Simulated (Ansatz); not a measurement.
**Stationary points along a deformation path in W**

The calculation used Ansatz, DFT PBE, scalar-relativistic, plane waves, PAW. Cutoff 420 eV, Γ-centred 30×30×30 k-points, Gaussian smearing of 0.15 eV. Spin–orbit coupling is left out, which can shift energies with elements as heavy as these. No spin polarisation. Energies are free energies at this smearing, counted from the undisturbed cell; pressure is positive in compression.

The undisturbed cell (relaxed at this level):

```xyz
1
Lattice="-1.5918 1.5918 1.5918 1.5918 -1.5918 1.5918 1.5918 1.5918 -1.5918" Properties=species:S:1:pos:R:3 pbc="T T T"
W     0.0000    0.0000    0.0000
```

At fixed volume and fractional coordinates, lengths along (0.000, 0.000, 1.000) are scaled against those across it; ρ is that ratio over its starting value. V = 16.133 Å³/atom. Δσ is the stress along the axis less the mean stress across it (compression positive).

| ρ | ΔE (meV/atom) | Δσ (GPa) | space group |
| --- | --- | --- | --- |
| 0.650 | 1120.4 | 93.04 | I4/mmm |
| 0.707 | 716.4 | 51.36 | I4/mmm |
| 0.780 | 474.2 | 31.09 | I4/mmm |
| 0.850 | 269.2 | 41.48 | I4/mmm |
| 0.920 | 76.0 | 26.99 | I4/mmm |
| 0.960 | 18.2 | 13.30 | I4/mmm |
| 1.000 | 0.0 | 0.00 | Im-3m |
| 1.050 | 24.6 | -14.59 | I4/mmm |
| 1.100 | 87.7 | -25.19 | I4/mmm |
| 1.200 | 259.9 | -31.17 | I4/mmm |
| 1.300 | 412.9 | -23.21 | I4/mmm |
| 1.414 | 486.1 | -0.05 | Fm-3m |
| 1.500 | 456.5 | 11.94 | I4/mmm |

Problem. How does the stress give the slope of the energy, and where is the energy stationary?

Solution. Along the path d ln(length) is 2/3 d ln ρ on the axis and −1/3 d ln ρ across it, so dE/d ln ρ = −(2/3) V Δσ: the energy falls with ρ where Δσ is positive. Δσ vanishes or changes sign at ρ = 1.000 (Im-3m), a minimum at 0.0 meV/atom; at ρ = 1.414 (Fm-3m), a maximum at 486.1 meV/atom. Pairs of stationary points between two samples would go unseen, and could change a minimum read from distant neighbours into a maximum. At ρ = 1.000, 1.414 the cell is cubic, where symmetry alone makes the stress isotropic and the slope zero.

Problem. Which shear constant sets the curvature at ρ = 1?

Solution. For a cubic crystal E/V = (2/3) C (ln ρ)² with C = C′ = (C11 − C12)/2, so Δσ = −2C ln ρ. The parabola of Δσ against ln ρ through ρ = 0.960, 1 and 1.050 gives C ≈ 157 GPa with the ions clamped, rough because the steps are large.

Problem. Integrate that slope from ρ = 1 to 0.850 by the trapezoid rule.

Solution. With V/N in Å³ and 1 eV/Å³ = 160.2 GPa the slopes at ρ = 1.000, 0.960, 0.920, 0.850 are 0, -893, -1812, -2785 meV/atom per unit of ln ρ. The steps add 18.2 + 57.5 + 181.9 = 257.6 meV/atom, against 269.2 from the energies; the trapezoid rule misses the curvature of the slope within each step.

In a metal these slopes depend on the k mesh and the smearing.

Cost: 13 runs of about 3.5 core-minutes in all, on Arm Neoverse V2 (shared hosts).